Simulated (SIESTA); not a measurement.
Crystal: MnO.

```
Mn O
1.0
     0.00000    2.22391    2.22391
     2.22391    0.00000    2.22391
     2.22391    2.22391    0.00000
Mn O
1 1
Direct
  0.00000 0.00000 0.00000
  0.50000 0.50000 0.50000
```

The cell is a database's computed one.

Base run:

```yaml
Program: SIESTA 5.4.2
Functional: vdW-DF-cx
Potentials_or_basis: PseudoDojo 0.4 standard (PBE files)
Basis: DZP (energy shift 0.003 Ry; two zetas on semicore shells)
Grid_cutoff: 800 Ry
Energy_shift: 0.003 Ry
k_mesh: 10 × 10 × 10
Occupations: fermi-dirac, width 0.05 eV
Spin: collinear spin, ferromagnetic start
Starting_moments: "[4.0, 0.0] μB"
```

Its results: band gap on the k mesh none (metal or under the smearing width); pressure -4.4 GPa; net moment 4.79 μB per cell; site moments Mn +4.61; O +0.18 μB.

**Question.** The run is repeated on the same cell with these changes: functional from vdW-DF-cx to BLYP. What comes out?

**Answer.** Band gap on the k mesh none (metal or under the smearing width); pressure 6.2 GPa; net moment 4.79 μB per cell; site moments Mn +4.57; O +0.22 μB.

Caveats: short orbitals over semicore shells can move pressures by several GPa; the potentials were made for another functional, which shifts forces and pressure; the basis of atomic orbitals isn't converged, which shifts pressures, moduli and gaps; a cell with one magnetic atom can't hold antiferromagnetic order, which such compounds often take; semilocal functionals often make such compounds metallic where correlation or magnetic order opens a gap, which also shifts bond lengths.
